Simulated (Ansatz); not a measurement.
**Structures of FePt: which is lowest?**

Plane-wave DFT in Ansatz with scalar-relativistic PAW potentials, cutoff 500 eV, Γ-centred meshes chosen by cell and gap, Gaussian smearing with energies taken to zero width. Every cell was relaxed (cell and atoms) in a run of its own, within the symmetry of its start. Functional: r2SCAN.

Relaxed structures (starts from databases or built by putting these elements on another compound's sites):
A. P4/mmm, 2 atoms in the computed cell, a = 2.736 Å, c = 3.718 Å; sites (symmetry × multiplicity) Fe 4/mmm × 1, Pt 4/mmm × 1; start: database
B. Pm-3m, 2 atoms in the computed cell, a = 3.051 Å; sites (symmetry × multiplicity) Fe m-3m × 1, Pt m-3m × 1; start: built

Rank them by energy. Could pressure change the order?

```tsv
structure	group	E − E(lowest) (meV/atom)	V (Å³/atom)	gap on mesh (eV)
A	P4/mmm	0.0	13.92	0.00
B	Pm-3m	161	14.20	0.00
```

A is lowest, 161 meV/atom under B. The lowest is also the densest of these, so pressure wouldn't bring one of the others in at first order. Other structures may lie lower than all of these, and vibrations aren't counted.

The state reached may not be the lowest one. Spin-orbit coupling is left out, which matters for the bands of heavy elements. Only parallel moments were tried here. Magnetic cells started from one order each; another order can shift an energy by tens of meV per atom.